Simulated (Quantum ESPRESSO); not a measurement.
Crystal: MgO.

```xyz
2
Lattice="0.0000 2.0970 2.0970 2.0970 0.0000 2.0970 2.0970 2.0970 0.0000" Properties=species:S:1:pos:R:3 pbc="T T T"
Mg    0.0000    0.0000    0.0000
O     2.0970    2.0970    2.0970
```

The cell is a database's computed one.

- Program: Quantum ESPRESSO 7.5
- Task: phonons
- Functional: PBE
- Potentials or basis: SSSP 1.3 efficiency PBE
- Cutoff: 748 eV
- Density cutoff: 5987 eV
- k mesh: 6 × 6 × 6, shifted
- Occupations: fermi-dirac, width 0.05 eV
- Spin: no spin polarisation
- Mixing beta: 0.5
- Most SCF iterations: 120
- SCF threshold: 4e-10 Ry

The first run showed a gap, so the response started from a second, tighter run with fixed occupations.

Which optical modes does the crystal have at the zone centre, and which show in infrared and Raman spectra?

The optical modes are T1u. Infrared active: T1u. None is Raman active.

Optical modes at Γ, degenerate ones joined, polar ones without the macroscopic field:
| cm⁻¹ | components | symmetry | active in | IR intensity, summed ((D/Å)²/amu) |
| --- | --- | --- | --- | --- |
| 409 | 3 | T1u | IR | 27.35 |

Zone-centre frequencies without and with the macroscopic field along z (cm⁻¹):
```
                optical modes in rising order
       without                    409 409 409
with the field                    409 409 711
```

Born effective charge tensors (e):
atom 1, Mg
```
1.95 0.00 0.00
0.00 1.95 0.00
0.00 0.00 1.95
```
atom 2, O
```
-1.96  0.00  0.00
 0.00 -1.96  0.00
 0.00  0.00 -1.96
```

Electronic dielectric tensor:
```
3.11 0.00 0.00
0.00 3.11 0.00
0.00 0.00 3.11
```

Static dielectric tensor, electrons and zone-centre modes:
```
9.42 0.00 0.00
0.00 9.42 0.00
0.00 0.00 9.42
```

Caveat: the cell is more than 3 GPa from zero pressure, which shifts response properties.
